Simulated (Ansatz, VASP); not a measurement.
## One calculation of Sc, two programs

Contents of INCAR:

```
PREC = Accurate
ENCUT = 520
EDIFF = 1E-6
ISMEAR = -1
SIGMA = 0.1
LREAL = F
LASPH = T
NELM = 80
ALGO = Normal
ISIF = 2
LWAVE = F
LCHARG = F
GGA = PS
NBANDS = 12
```

Contents of KPOINTS:

```
regular mesh
0
Gamma
  13 13 13
```

Contents of POSCAR:

```
Sc
1.0
    0.0000000000      2.2799932861      2.2799932861
    2.2799932861      0.0000000000      2.2799932861
    2.2799932861      2.2799932861      0.0000000000
Sc
1
Direct
    0.0000000000      0.0000000000      0.0000000000
```

Input for Ansatz:

```yaml
crystal:
  lattice:
    - [0.0, 2.2799932861, 2.2799932861]
    - [2.2799932861, 0.0, 2.2799932861]
    - [2.2799932861, 2.2799932861, 0.0]
  atoms:
    - { symbol: Sc, position: [0.0, 0.0, 0.0] }
hamiltonian:
  xc: pbesol
  pseudopotentials:
    kind: paw
    azcp:
      Sc: "pseudopotentials/Sc.paw.azcp"
basis:
  ecutwfc: 420
  fft_grid_basis: typed
kpoints:
  mp_grid: { grid: [13, 13, 13], shift: [0, 0, 0] }
magnetization:
  spin_polarized: false
scf:
  occupations: { method: fermi_dirac, width: 0.1 }
  lower_state_search: "off"
output:
  stress: true
```

Alike in both runs: task single point; functional PBEsol; k mesh 13 × 13 × 13; occupations fermi-dirac, width 0.1 eV; no spin polarisation.

```csv
,VASP,Ansatz
version,VASP 6.6.1,Ansatz 0.2.0
potentials or method,"VASP PAW PBE potentials, release 64 (Sc_sv)","plane waves (420 eV) with PAW, scalar-relativistic"
plane-wave cutoff (eV),520,420
valence electrons in the cell,11,11
```

```csv
,VASP,Ansatz,Ansatz less VASP
pressure (GPa),0.0,0.0,0.00
```

Ansatz warned: «pseudo_functional_mismatch».

Caveats: the PAW data sets were made with another functional, which shifts forces and pressure a little (VASP).
